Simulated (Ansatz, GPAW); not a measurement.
# Geometry or basis: what sets the conductance of a Sn chain with one Pt atom in line, part 2 of 3

Aim: the conductance of a Sn chain with one Pt atom in line after relaxation, and whether geometry, basis or functional moves it most.

GPAW 26.7.0 and Ansatz 0.2.0; Ansatz plane waves; relaxation of the junction with the lead ends held (the session's first sound run).

So far. Step 2 (Relaxing the atoms): The relaxation lowered the energy of the cell by 0.211 eV.

## (3) Plane waves, PBE

A plane-wave run comes first: its basis does not favour the atoms, so it serves as the reference for the orbital bases.

This step: Ansatz plane waves; Landauer transmission by layers, zero bias (Ansatz 0.2.0).

input.yaml

```yaml
crystal:
  lattice:
    - [9.0, 0.0, 0.0]
    - [0.0, 9.0, 0.0]
    - [0.0, 0.0, 35.3424]
  atoms:
    - { symbol: Sn, position: [0.5, 0.5, 0.0389051111] }
    - { symbol: Sn, position: [0.5, 0.5, 0.1167153334] }
    - { symbol: Sn, position: [0.5, 0.5, 0.1945255557] }
    - { symbol: Sn, position: [0.5, 0.5, 0.272335778] }
    - { symbol: Sn, position: [0.5941528815, 0.519531554, 0.3505215308] }
    - { symbol: Sn, position: [0.5132632053, 0.5046711503, 0.4294792972] }
    - { symbol: Pt, position: [0.5704708667, 0.5188864209, 0.4998170061] }
    - { symbol: Sn, position: [0.513319499, 0.5049996226, 0.5701937091] }
    - { symbol: Sn, position: [0.5905534349, 0.5247798082, 0.6492982624] }
    - { symbol: Sn, position: [0.5, 0.5, 0.727664222] }
    - { symbol: Sn, position: [0.5, 0.5, 0.8054744443] }
    - { symbol: Sn, position: [0.5, 0.5, 0.8832846666] }
    - { symbol: Sn, position: [0.5, 0.5, 0.9610948889] }
kpoints:
  mp_grid: { grid: [1, 1, 2] }
hamiltonian:
  xc: pbe
scf:
  occupations: { method: fermi_dirac, width: 0.1 }
output:
  transmission:
    leads: [[0, 1]]
    e_range: [-2, 2]
    de: 0.025
    kmesh: [1, 1]
    reduced_basis: true
  write_potential: true
  write_density: true
  volumetric_format: npy
```

Started as:

```console
ansatz run input.yaml --threads 4 --pin off --max-ram 8192MiB --backend cpu --events-out ev --progress --plain --runs-dir out
```

Numbers of over 12 decimals in the logs are rounded to 6 here.

The log of the run:

```text
[...]
Crystal: 13 atoms, lattice volume = 2862.734 Å³
Basis set: ecut = 420 eV, 55915 PW (Γ)
Bands: 112, of which v1, the nominal top of the filled ones, is band 93 counted from 1 (92 counted from 0)
Symmetry: 1 space group operations
[...]
k-points: 2
[...]
SCF iter   1: F=—  HF=-84796.528863 eV  |F-HF|=—  |Δ(HF+E_count)|=         —  Δρ=1.98e-3  dr2=6.96e-1  ethr=1.77e-3  ⟨swp⟩=6.5  Hψ=842  notcnv=0
[...]
SCF iter   9: F=-84796.495524 eV  HF=-84796.495524 eV  |F-HF|=5.22e-9  |Δ(HF+E_count)|=   8.44e-8  Δρ=5.53e-7  dr2=1.49e-8  ethr=5.38e-11  ⟨swp⟩=4.0  Hψ=568  notcnv=0
SCF 1 converged in 9 iterations: F = -84796.495524 eV  dr2 = 1.49e-8
[...]
transmission: 45 of 270 steps passed
transmission: 90 of 270 steps passed
[...]
transmission: 270 of 270 steps passed
WARN: The output density's exchange-correlation potential varies sharply where the density is thin. Do not read a vacuum level from v_tot or v_xc, or from such a field of the output density. On a cell that repeats whose density bears no net charge and no dipole along the vacuum's axis use v_es (v_loc + v_h of the components); under efield.dipole_correction with no amplitude use v_es + v_field, which holds any externa [...]
SCF converged after 9 iterations
Free energy (F): -84796.495524 eV
[...]
Internal energy: -84795.976779 eV  (E = F + TS)
E sigma→0 (E₀):  -84796.236151 eV
Entropy (-TS):   -0.518745 eV (-39.903 meV/atom)
Fermi energy:    -2.597542 eV
[...]
--- Band table (eV) ---
  k-point 0: bands = [... 89 lower, -2.9516, -2.8733, -2.8262, -2.7364, -2.6224, -2.2830, -2.0928, -2.0554, ... 15 higher]
  k-point 1: bands = [... 89 lower, -3.0017, -2.8599, -2.7179, -2.6408, -2.4817, -2.4349, -2.3111, -2.2802, ... 15 higher]
--- Transmission ---
  basis      : 717 plane waves across, 45 finite elements along
  points     : 1, standing for a mesh of 1 x 1
  filling    : by the input's occupations and mesh, since the crystals that have channels conduct as metals do. If one of these is a semiconductor, that mesh has misplaced its level
  energies   : 161 from -2.000000 to 2.000000 eV about the Fermi level, 0.025000 eV apart; the leads are filled to 0.000000 eV, and channels, transmission and decay are at 0.000000 eV
  crystal 0  : Sn1, at the sites [0, 1], period 2.7500 Å, over 22.00 Å; its Hamiltonian steps by up to 30.1 meV: too much for a lead, lay more layers or, if its atoms are ordered, name the step of that order
    offset         : up to 0.0000 Å between an atom of the period and one for which it stands
    filled         : 7.3 meV under the level at which it is neutral
    channels       : 3.000000e0 a spin
    conductance    : 2.8697e14 S/m² at 300 K; may be off by some 0.0 % by where its bands' edges are placed, 0.0 % from the distance to neutral
  junction   : crystal 0 to crystal 0, 0.70 to 33.29 Å
    transmission   : 1.538870e0 a spin
    error estimate : 1.924943e-4 a spin from the reduction of the transverse basis, at the most 2.379233e-3 at 1.475000 eV
    conductance    : 1.4668e14 S/m² at 300 K (1.4668e14 on every other energy)
    error estimate : 0.0 % from the energy spacing and 0.0 % from band edges of the leads and from resonances (wavevectors taken as independent; lower de), 0.0 % from the reduction of the transverse basis, 3.6 % from the steps of its leads' Hamiltonians or their offsets (lay more layers), 0.4 % from the distance to neutral
    resistance     : 3.3330e-3 Ω µm² beyond half of each lead's own
```

It took 2.1 min on 4 threads of AMD EPYC 7R13 (Zen 3), shared host; peak memory 3.7 GiB; 5.7 min of CPU time.

Numbers from this step:

| Quantity | Value |
| --- | --- |
| free energy | -84796.4955 eV |
| lead level | 0 eV from the Fermi level |
| transmission at the Fermi level (one spin) | 1.539 |
| open channels of the lead at the Fermi level (one spin) | 3 |
| step of the potential along the lead | 30.1 meV |
| offset of the lead | 0 Å |
| filling of the lead less its bulk value, in size | 7.3 meV |
| conductance | 1.533 G₀ |

One spin. Transmission, zone mean against energy, zero at the Fermi level:

```csv
energy (eV),"transmission, zone mean"
-2.000,0.290
-1.800,0.0120
-1.600,0.00164
-1.400,0.0280
-1.200,0.378
-1.050,0.996
-1.000,0.881
-0.800,0.831
-0.600,0.781
-0.400,0.896
-0.200,1.26
0.000,1.54
0.200,1.63
0.400,1.65
0.600,1.72
0.800,1.90
1.000,2.19
1.200,2.43
1.400,2.52
1.600,2.37
1.800,2.04
2.000,1.70
```

One spin. Table of open channels, zone mean by energy, zero at the Fermi level:

```csv
energy (eV),"open channels, zone mean"
-2.000,1
-1.900,1
-1.800,1
-1.700,1
-1.600,1
-1.500,1
-1.400,1
-1.300,1
-1.200,1
-1.100,1
-1.000,1
-0.900,1
-0.800,3
-0.700,3
-0.600,3
-0.500,3
-0.400,3
-0.300,3
-0.200,3
-0.100,3
0.000,3
0.100,3
0.200,3
0.300,3
0.400,3
0.500,3
0.600,3
0.700,3
0.800,3
0.900,3
1.000,3
1.100,3
1.200,3
1.300,3
1.400,3
1.500,3
1.600,3
1.700,3
1.800,3
1.900,3
2.000,3
```

Crystal 0, spin -, k parallel (0, 0); distinct values, listed up to 1.5 1/Å. Im kz of the slowest decaying states against energy, zero at the Fermi level:

```csv
energy (eV),decay 1 (Å⁻¹),decay 2 (Å⁻¹),decay 3 (Å⁻¹),decay 4 (Å⁻¹)
-2.000,0.516,0.517,1.19,1.31
-1.800,0.472,0.473,1.17,1.29
-1.600,0.423,0.423,1.15,1.27
-1.400,0.366,0.367,1.12,1.25
-1.200,0.298,0.299,1.10,1.22
-1.000,0.208,0.209,1.07,1.20
-0.800,1.05,1.18,1.26,1.26
-0.600,1.02,1.16,1.24,1.24
-0.400,0.996,1.13,1.22,1.22
-0.200,0.968,1.11,1.20,1.20
0.000,0.940,1.09,1.18,1.18
0.200,0.911,1.06,1.16,1.16
0.400,0.881,1.03,1.14,1.14
0.600,0.85,1.01,1.12,1.12
0.800,0.818,0.982,1.09,1.10
1.000,0.784,0.954,1.07,1.08
1.200,0.749,0.926,1.04,1.05
1.400,0.712,0.897,1.02,1.03
1.600,0.674,0.867,0.991,1.01
1.800,0.633,0.835,0.963,0.982
2.000,0.589,0.803,0.935,0.957
```

Crystal 0, spin -, k parallel (0, 0). The Re kz of states that move upwards by energy, zero at the Fermi level:

```csv
energy (eV),channel 1 (Å⁻¹),channel 2 (Å⁻¹),channel 3 (Å⁻¹)
-2.000,-1.06,-,-
-1.900,-1.05,-,-
-1.800,-1.04,-,-
-1.700,-1.03,-,-
-1.600,-1.02,-,-
-1.500,-1.01,-,-
-1.400,-1.00,-,-
-1.300,-0.994,-,-
-1.200,-0.984,-,-
-1.100,-0.976,-,-
-1.000,-0.967,-,-
-0.900,-0.958,-,-
-0.800,-0.949,0.0494,0.0548
-0.700,-0.940,0.160,0.162
-0.600,-0.932,0.221,0.223
-0.500,-0.923,0.269,0.270
-0.400,-0.915,0.310,0.311
-0.300,-0.906,0.346,0.347
-0.200,-0.898,0.379,0.380
-0.100,-0.889,0.410,0.410
0.000,-0.881,0.438,0.439
0.100,-0.873,0.465,0.466
0.200,-0.865,0.491,0.491
0.300,-0.857,0.515,0.516
0.400,-0.848,0.539,0.539
0.500,-0.840,0.561,0.562
0.600,-0.832,0.583,0.584
0.700,-0.824,0.604,0.605
0.800,-0.816,0.625,0.626
0.900,-0.808,0.645,0.646
1.000,-0.801,0.665,0.666
1.100,-0.793,0.685,0.685
1.200,-0.785,0.704,0.704
1.300,-0.777,0.722,0.723
1.400,-0.769,0.741,0.741
1.500,-0.762,0.759,0.759
1.600,-0.754,0.777,0.777
1.700,-0.746,0.795,0.795
1.800,-0.739,0.812,0.813
1.900,-0.731,0.830,0.830
2.000,-0.724,0.847,0.848
```

The electrostatic potential energy of an electron (with the applied field's), less the Fermi level, planar mean oscillates, so the rows of the table below give means over windows of 1 Å about each position, cut where the curve ends. Its first 14 maxima inside the range that stand out by 2 % of the span (Å: eV): 1.3: 3.61, 2.8: 4.11, 4.1: 3.61, 5.4: 4.12, 6.9: 3.62, 8.2: 4.10, 9.6: 3.53, 11.0: 4.04, 12.4: 3.53, 13.7: 4.03, 15.2: 3.48, 16.5: 4.30, 18.7: 4.30, 20.2: 3.48. Its first 14 minima: 0.9: 3.36, 1.9: 3.36, 3.7: 3.36, 4.7: 3.37, 6.3: 3.37, 7.4: 3.36, 9.1: 3.30, 10.2: 3.27, 11.9: 3.29, 13.0: 3.28, 14.7: 3.21, 15.6: 3.33, 17.7: 2.59, 19.7: 3.33.

Table of electrostatic potential energy of an electron (with the applied field's), less the Fermi level, planar mean by z; means over each step:

```csv
z (Å),"electrostatic potential energy of an electron (with the applied field's), less the Fermi level, planar mean (eV)"
0,3.98
1,3.51
2,3.57
3,3.88
4,3.49
5,3.72
6,3.73
7,3.50
8,3.88
9,3.52
10,3.42
11,3.90
12,3.42
13,3.49
14,3.81
15,3.36
16,3.75
17,3.63
18,3.11
19,4.03
20,3.40
21,3.57
22,3.69
23,3.41
24,3.77
25,3.53
26,3.43
27,3.94
28,3.52
29,3.55
30,3.94
31,3.49
32,3.65
33,3.78
34,3.49
35,3.72
```

The valence density, planar mean oscillates, so the rows of the table below give means over windows of 2.8 Å about each position, cut where the curve ends. Its maxima inside the range that stand out by 2 % of the span (Å: e/Å³): 1.3: 0.159, 4.1: 0.161, 6.9: 0.160, 9.6: 0.159, 12.4: 0.161, 15.2: 0.159, 17.7: 0.199, 20.2: 0.159, 23.0: 0.161, 25.8: 0.159, 28.4: 0.160, 31.2: 0.161, 34.0: 0.159. Its minima: 2.8: 0.0162, 5.4: 0.0161, 8.2: 0.0163, 11.0: 0.0159, 13.8: 0.0158, 16.3: 0.0207, 19.0: 0.0207, 21.5: 0.0157, 24.3: 0.0158, 27.1: 0.0163, 29.9: 0.0161, 32.5: 0.0162.

Table of valence density, planar mean by z; means over each step:

z (Å), valence density, planar mean (e/Å³) and a bar from the least value:
```
     1.40      0.062 #
     4.20      0.062 #
     7.00      0.062 #
     9.80      0.062 #
    12.60      0.062 #
    15.40      0.063 ##
    18.20      0.085 ##############################
    21.00      0.061 
    23.80      0.062 #
    26.60      0.063 ##
    29.40      0.063 ##
    32.20      0.063 ###
    35.00      0.084 ############################
```

T at the Fermi level is 1.54; the potential still steps by 30.1 meV from one lead period to the next, more than the program accepts for a lead, so the cell is too short for a firm reference, and the program's own error estimates apply.

## (4) GPAW, dzp

The script solves lead and junction separately, takes H and S in the orbital basis, and joins semi-infinite leads through their self-energies; the dzp basis is the working standard.

This step: GPAW LCAO, PAW setups; Landauer transmission from Green's functions with principal layers (ASE), zero bias (GPAW 26.7.0).

run.py

```python
import json
import numpy as np
from ase import Atoms
from ase.transport.calculators import TransportCalculator
from gpaw import GPAW, FermiDirac
from gpaw.lcao.tools import get_lcao_hamiltonian
from scipy.linalg import eigh

# The junction with lead layers at both ends, along the third cell vector
device = Atoms(
    ['Sn', 'Sn', 'Sn', 'Sn', 'Sn', 'Sn', 'Pt', 'Sn', 'Sn', 'Sn', 'Sn', 'Sn', 'Sn'],
    positions=[
        [4.50000, 4.50000, 1.37500],
        [4.50000, 4.50000, 4.12500],
        [4.50000, 4.50000, 6.87500],
        [4.50000, 4.50000, 9.62500],
        [5.34738, 4.67578, 12.38827],
        [4.61937, 4.54204, 15.17883],
        [5.13424, 4.66998, 17.66473],
        [4.61988, 4.54500, 20.15201],
        [5.31498, 4.72302, 22.94776],
        [4.50000, 4.50000, 25.71740],
        [4.50000, 4.50000, 28.46740],
        [4.50000, 4.50000, 31.21740],
        [4.50000, 4.50000, 33.96740]],
    cell=[[9.0, 0.0, 0.0], [0.0, 9.0, 0.0], [0.0, 0.0, 35.3424]],
    pbc=True)

# One principal layer of the lead: the first 3 atoms of the device
lead = Atoms(
    ['Sn', 'Sn', 'Sn'],
    positions=[
        [4.50000, 4.50000, 1.37500],
        [4.50000, 4.50000, 4.12500],
        [4.50000, 4.50000, 6.87500]],
    cell=[[9.0, 0.0, 0.0], [0.0, 9.0, 0.0], [0.0, 0.0, 8.25]],
    pbc=True)

settings = dict(mode='lcao', basis='dzp', xc='PBE', h=0.2,
                occupations=FermiDirac(0.1), maxiter=250,
                mixer=dict(beta=0.1, nmaxold=8, weight=100.0),
                convergence=dict(density=0.0001))
energies = np.arange(-2, 2 + 1e-9, 0.025)
eta = 0.0001
n1, n2 = 1, 1
# k and -k transmit alike, so half of the mesh across the current serves
mesh = [(i, j) for i in range(n1) for j in range(n2) if (i, j) <= (-i % n1, -j % n2)]
weights = np.array([1 if (i, j) == (-i % n1, -j % n2) else 2 for i, j in mesh]) / (n1 * n2)

# [... helper functions left out ...]
fermi_lead = ground_state(lead, (1, 1, 14), 'lead.txt')
fermi_device = ground_state(device, (1, 1, 2), 'device.txt')
# [... loop over the mesh left out, but for ...]
        # Shift the lead onto the potential of the device's first layer
        shift = ((H[:, 0, 0] - H0[:, 0, 0]) / S0[0, 0]).real.mean()
# [...]
kT = 8.617333e-5 * 300
bias = [0.1, 0.2, 0.5, 1.0, 1.5, 2.0]
# [... integrals and printing left out ...]
```

Started as:

```console
OMP_NUM_THREADS=1 OPENBLAS_NUM_THREADS=1 python run.py
```

The log of the run:

```text
basis functions: device 303, principal layer 69
Fermi level: lead -2.9469 eV, device -2.9254 eV; lead shifted by 0.0252 eV
largest coupling past the next layer 3.84e-07 eV, largest misfit of the first layer 0.049 eV
  E-E_F (eV)   T (one spin)  [channel counts left out]
    -2.000    3.6686e-01
    -1.975    2.7992e-01
    -1.950    2.0628e-01
    -1.925    1.3834e-01
    -1.900    1.0153e-01
    -1.875    6.8581e-02
    -1.850    4.5175e-02
    -1.825    2.9049e-02
    -1.800    1.8237e-02
    -1.775    1.1175e-02
    -1.750    6.6892e-03
    -1.725    3.9243e-03
    -1.700    2.2781e-03
    -1.675    1.3370e-03
    -1.650    8.2651e-04
    -1.625    5.7370e-04
[...]
1.825    2.0483e+00
     1.850    2.0071e+00
     1.875    1.9660e+00
     1.900    1.9247e+00
     1.925    1.8832e+00
     1.950    1.8413e+00
     1.975    1.7988e+00
     2.000    1.7557e+00
conductance at 300 K: 1.5429 G0 a cell; thermopower -5.97 uV/K
current from the zero-bias T(E) at 0.1 V: 11.933 uA
current from the zero-bias T(E) at 0.2 V: 23.739 uA
current from the zero-bias T(E) at 0.5 V: 57.353 uA
current from the zero-bias T(E) at 1.0 V: 105.52 uA
current from the zero-bias T(E) at 1.5 V: 155.46 uA
current from the zero-bias T(E) at 2.0 V: 212.58 uA
```

It took 78 s on 1 thread; peak memory 1.2 GiB.

Numbers from this step:

```yaml
conductance: 1.543 G₀
thermopower: -5.970 μV/K
largest_coupling_past_the_next_principal_layer: 3.84e-7 eV
largest_misfit_of_the_first_principal_layer: 0.04861 eV
shift_that_aligns_the_lead: 0.02522 eV
basis_functions_of_the_junction: 303
basis_functions_of_a_principal_layer: 69
transmission_at_the_fermi_level_one_spin: 1.551
```

One spin. Table of transmission, zone mean by energy, zero at the Fermi level:

```csv
energy (eV),"transmission, zone mean"
-2.000,0.367
-1.900,0.102
-1.800,0.0182
-1.700,0.00228
-1.600,4.8e-4
-1.500,0.00145
-1.400,0.00835
-1.300,0.0363
-1.200,0.131
-1.100,0.424
-1.000,0.919
-0.950,0.998
-0.900,0.947
-0.800,0.963
-0.700,1.06
-0.675,1.58
-0.600,0.681
-0.500,0.573
-0.400,0.703
-0.300,0.925
-0.200,1.17
-0.100,1.39
0.000,1.55
0.100,1.64
0.200,1.68
0.300,1.70
0.400,1.71
0.500,1.73
0.600,1.78
0.700,1.86
0.800,1.96
0.900,2.09
1.000,2.23
1.100,2.36
1.200,2.46
1.300,2.52
1.375,2.54
1.400,2.54
1.500,2.50
1.600,2.40
1.700,2.25
1.800,2.09
1.900,1.92
2.000,1.76
```

Not self-consistent under bias; the bias window is split evenly. Table of current through one cell, from the zero-bias transmission by bias:

```csv
bias (V),"current through one cell, from the zero-bias transmission (μA)"
0.100,11.9
0.200,23.7
0.500,57.4
1.000,106
1.500,155
2.000,213
```

Table of transmission of the three most open eigenchannels by energy, zero at the Fermi level:

```csv
energy (eV),channel 1,channel 2,channel 3
-2.000,0.367,0,0
-1.800,0.0182,0,0
-1.600,4.8e-4,0,0
-1.400,0.00835,0,0
-1.200,0.131,0,0
-1.000,0.919,0,0
-0.800,0.963,3.4e-9,9.3e-11
-0.600,0.646,0.0221,0.0125
-0.400,0.548,0.129,0.0268
-0.200,0.585,0.469,0.117
0.000,0.708,0.568,0.275
0.200,0.746,0.516,0.422
0.400,0.680,0.585,0.441
0.600,0.659,0.631,0.488
0.800,0.707,0.648,0.608
1.000,0.788,0.727,0.715
1.200,0.892,0.837,0.730
1.400,0.924,0.900,0.715
1.600,0.958,0.838,0.604
1.800,0.936,0.803,0.351
2.000,0.808,0.785,0.162
```

At the Fermi level T is 1.55 against 1.54 in plane waves. Couplings past the next layer reach 3.8e-7 eV, small enough to drop; the matrix elements of the cell's first layer differ from the bulk lead's by up to 0.049 eV. That layer keeps its own values in the calculation, and only beyond it is the lead taken as perfect. The Fermi levels of lead and junction count from different zeros of potential, one for each periodic cell; with both set to zero, the small remaining shift is what aligns them. Without spin-orbit coupling, which is large for these atoms, channel counts and T are those of the scalar-relativistic bands. By hand: G = 1.543 × 77.48 μS = 120 μS, a resistance of 8.36 kΩ; at 0.1 V a linear junction would pass 12.0 μA, and the integral over the bias window gives 11.9 μA. Mott's formula, S = -(π²/3)(k_B²T/e) d ln T/dE, has the prefactor 7.33 μV/K·eV at 300 K; T = 1.517 at -0.025 eV and 1.580 at 0.025 eV give a slope of 0.805 per eV and S = -5.90 μV/K, beside -5.97 μV/K from the thermal integral, which interpolates the same grid.

## (5) Single-zeta polarised basis

One radial function a shell plus polarisation makes the matrices smaller; the question is what that costs.

Changes to run.py since step 4:

```diff
@@ -38,3 +38,3 @@
 
-settings = dict(mode='lcao', basis='dzp', xc='PBE', h=0.2,
+settings = dict(mode='lcao', basis='szp(dzp)', xc='PBE', h=0.2,
                 occupations=FermiDirac(0.1), maxiter=250,
```

The log of the run:

```text
basis functions: device 183, principal layer 42
Fermi level: lead -3.2113 eV, device -3.1272 eV; lead shifted by 0.0238 eV
largest coupling past the next layer 3.63e-07 eV, largest misfit of the first layer 0.064 eV
  E-E_F (eV)   T (one spin)  channels
    -2.000    2.7701e-01    1.0000
    -1.975    2.0251e-01    1.0000
    -1.950    1.4212e-01    1.0000
[...]
1.975    1.7761e+00    3.0000
     2.000    1.7321e+00    3.0000
conductance at 300 K: 1.5134 G0 a cell; thermopower -7.06 uV/K
current from the zero-bias T(E) at 0.1 V: 11.701 uA
current from the zero-bias T(E) at 0.2 V: 23.26 uA
current from the zero-bias T(E) at 0.5 V: 55.906 uA
current from the zero-bias T(E) at 1.0 V: 102.46 uA
current from the zero-bias T(E) at 1.5 V: 153.16 uA
current from the zero-bias T(E) at 2.0 V: 209.11 uA
```

Run time: 62 s. Hardware: 1 thread; peak memory 1.1 GiB.

This step gave:

| Item | Value |
| --- | --- |
| conductance | 1.513 G₀ |
| thermopower | -7.060 μV/K |
| largest coupling past the next principal layer | 3.63e-7 eV |
| largest misfit of the first principal layer | 0.06355 eV |
| shift that aligns the lead | 0.02379 eV |
| basis functions of the junction | 183 |
| basis functions of a principal layer | 42 |
| transmission at the Fermi level (one spin) | 1.522 |

The conductance, 1.51 G₀, lies 1.9 % below that of the dzp run.

## (6) Minimal basis

One function for each valence shell of the setup, as for a first survey of a large system.

Changes to run.py since step 5:

```diff
@@ -38,3 +38,3 @@
 
-settings = dict(mode='lcao', basis='szp(dzp)', xc='PBE', h=0.2,
+settings = dict(mode='lcao', basis='sz(dzp)', xc='PBE', h=0.2,
                 occupations=FermiDirac(0.1), maxiter=250,
```

The log of the run:

```text
basis functions: device 120, principal layer 27
Fermi level: lead -3.0929 eV, device -3.0166 eV; lead shifted by 0.0338 eV
largest coupling past the next layer 4.07e-07 eV, largest misfit of the first layer 0.092 eV
  E-E_F (eV)   T (one spin)  [channel counts left out]
    -2.000    2.1187e-01
    -1.975    1.5376e-01
    -1.950    1.0765e-01
[...]
1.975    1.8936e+00
     2.000    1.8453e+00
conductance at 300 K: 1.6054 G0 a cell; thermopower -7.323 uV/K
current from the zero-bias T(E) at 0.1 V: 12.413 uA
current from the zero-bias T(E) at 0.2 V: 24.674 uA
current from the zero-bias T(E) at 0.5 V: 59.265 uA
current from the zero-bias T(E) at 1.0 V: 108.45 uA
current from the zero-bias T(E) at 1.5 V: 163.88 uA
current from the zero-bias T(E) at 2.0 V: 220.21 uA
```

Wall time 45 s (1 thread); peak memory 1.1 GiB.

This step gave:

* conductance: 1.605 G₀
* thermopower: -7.323 μV/K
* largest coupling past the next principal layer: 4.07e-7 eV
* largest misfit of the first principal layer: 0.09194 eV
* shift that aligns the lead: 0.03382 eV
* basis functions of the junction: 120
* basis functions of a principal layer: 27
* transmission at the Fermi level (one spin): 1.615

The conductance, 1.61 G₀, lies 4.1 % above that of the dzp run.

(Part 2 of 3 ends here.)

[Logs are printed without paths, hosts, clocks, repeated set-up lines and the standing remarks that a program may print on its own settings, such as how far it seeks lower states.]

[Hosts, paths, dates, database ids (printed as entryN), source tags and the programs' standing remarks are cut or masked in the printed files.]
